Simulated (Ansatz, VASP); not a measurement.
As: VASP beside Ansatz

File INCAR:

```
ALGO = Normal
EDIFF = 1E-6
ENCUT = 520
GGA = PE
ISIF = 2
ISMEAR = -1
LASPH = True
LCHARG = True
LELF = True
LREAL = False
LVHAR = True
LWAVE = False
NBANDS = 8
NELM = 60
PREC = Accurate
SIGMA = 0.05
```

KPOINTS

```
k-points
0
Gamma
  15 15 15
```

Contents of POSCAR:

```
As
1.0
    0.0000000000      1.8731765560      1.8731765560
    1.8731765560      0.0000000000      1.8731765560
    1.8731765560      1.8731765560      0.0000000000
As
1
Direct
    0.0000000000      0.0000000000      0.0000000000
```

Input for Ansatz:

```yaml
crystal:
  lattice:
    - [0.0, 1.873176556, 1.873176556]
    - [1.873176556, 0.0, 1.873176556]
    - [1.873176556, 1.873176556, 0.0]
  atoms:
    - { symbol: As, position: [0.0, 0.0, 0.0] }
kpoints:
  mp_grid: { grid: [15, 15, 15] }
scf:
  occupations: { method: fermi_dirac, width: 0.05 }
hamiltonian:
  xc: pbe
  pseudopotentials: { kind: paw }
output:
  forces: true
  stress: true
  eigenvalues: true
  populations: true
```

Change from the starting cell: volume scaled by 0.68, PAW files.

Alike in both runs: task single point; functional PBE; k mesh 15 × 15 × 15; occupations fermi-dirac, width 0.05 eV; no spin polarisation.

|  | VASP | Ansatz |
| --- | --- | --- |
| version | VASP 6.6.1 | Ansatz 0.2.0 |
| potentials or method | VASP PAW PBE potentials, release 64 (As) | PAW with Ansatz's default frozen-core files, scalar-relativistic |
| plane-wave cutoff (eV) | 520 | 420 |
| valence electrons in the cell | 5 | 15 |

|  | VASP | Ansatz | Ansatz less VASP |
| --- | --- | --- | --- |
| pressure (GPa) | 70.8 | 69.3 | -1.44 |

The two sets of potentials don't hold the same shells in valence.

Caveats: the cell as given lies far from equilibrium; so large a pressure means that the cell lies far from this level's equilibrium, or that cutoff or potentials fall short (VASP).
